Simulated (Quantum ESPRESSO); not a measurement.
## TiAl3 under changes of volume

One of the cells (15.634 Å³/atom); the others are scaled copies at fixed shape and fractional positions:

```
Ti Al
1.0
    -1.91111    1.91111    4.28067
     1.91111   -1.91111    4.28067
     1.91111    1.91111   -4.28067
Ti Al
1 3
Direct
  0.00000 0.00000 0.00000
  0.25000 0.75000 0.50000
  0.75000 0.25000 0.50000
  0.50000 0.50000 0.00000
```

The cell comes from a database or a generator and needn't be the stable form of this composition.

```yaml
Program: Quantum ESPRESSO 7.5
Functional: r2SCAN
Potentials_or_basis: SG15 PBE 1.2
Cutoff: 1020 eV
Density_cutoff: 4082 eV
k_mesh: 4 × 4 × 4
Occupations: fermi-dirac, width 0.05 eV
Spin: no spin polarisation
```

```tsv
volume (Å³/atom)	energy over the lowest point (meV/atom)	pressure (GPa)
14.696	32.27	9.7
15.009	?	?
15.322	5.85	3.9
15.634	0.60	1.4
15.947	0.00	-0.9
16.260	3.62	-2.9
16.572	11.06	-4.8
```

Problem. What does the run at 15.009 Å³/atom give?

Solution. Energy over the lowest point 16.23 meV/atom; pressure 6.7 GPa.

Worked out: A Birch-Murnaghan fit of order 3 (a polynomial in V^(-2/3)) to the other rows has its minimum at 15.83 Å³/atom with B0 = V·E''(V) = 113 GPa and B' = 3.9 at fixed shape and positions, which overstates the stiffness. It gives 16.23 meV/atom at 15.009 Å³/atom, against the run's 16.23, and -dE/dV = 6.7 GPa, against 6.7.

Energies are extrapolated to zero smearing.

Caveats: all runs use coarse meshes; the potentials were made for another functional, which shifts forces and pressure.
